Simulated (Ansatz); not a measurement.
# Mg: the cost of one run

Computed with Ansatz 0.2.0 (DFT PBE, scalar-relativistic, plane waves, PAW, unless a step's input says otherwise).

## 1. The structure to begin with

It takes space group I4_1/amd (No. 141, tetragonal). The conventional cell has a = 5.860 Å, b = 5.860 Å, c = 3.145 Å, α = 90.00°, β = 90.00°, γ = 90.00°. Hg (site symmetry -4m2) has 6 Hg at 3.03 to 3.15 Å as nearest neighbours.

As a file:

```cif
data_structure
_symmetry_space_group_name_H-M 'P 1'
_symmetry_Int_Tables_number 1
_cell_length_a 4.4317
_cell_length_b 4.4317
_cell_length_c 4.4317
_cell_angle_alpha 97.234
_cell_angle_beta 97.234
_cell_angle_gamma 138.432
_cell_volume 53.99
loop_
_atom_site_label
_atom_site_type_symbol
_atom_site_fract_x
_atom_site_fract_y
_atom_site_fract_z
_atom_site_occupancy
Hg1 Hg 0.75000 0.25000 0.50000 1
Hg2 Hg 0.00000 0.00000 0.00000 1
```

The structure comes from the Materials Project (structure only).

## 2. One element swapped, cell strained: Hg → Mg, first probe

The change: Mg takes all sites of Hg, and lengths are scaled by 1.041 as a first guess of the size; strain xx, yy, zz, yz, xz, xy = +1.5, +1.5, +4.5, +0.0, +0.0, +0.0 %.

File input.yaml:

```yaml
crystal:
  lattice:
    - [-3.0967546538, 3.0967546538, 1.711297003]
    - [3.0967546538, -3.0967546538, 1.711297003]
    - [3.0967546538, 3.0967546538, -1.711297003]
  atoms:
    - { symbol: Mg, position: [0.75, 0.25, 0.5] }
    - { symbol: Mg, position: [0.0, 0.0, 0.0] }
basis:
  ecutwfc: 420
kpoints:
  mp_grid: { grid: [6, 6, 6] }
hamiltonian:
  xc: pbe
scf:
  occupations: { method: gaussian, width: 0.1 }
output:
  forces: true
  stress: true
  eigenvalues: true
```

Launch:

```sh
$ ansatz run input.yaml --threads 1 --pin off --max-ram 1331MiB --backend cpu --events-out ev --progress --plain --runs-dir out
```

What time and memory should one allow on 1 thread of an x86-64 CPU, shared host?

About 3.2 s, with a peak of 0.32 GiB.
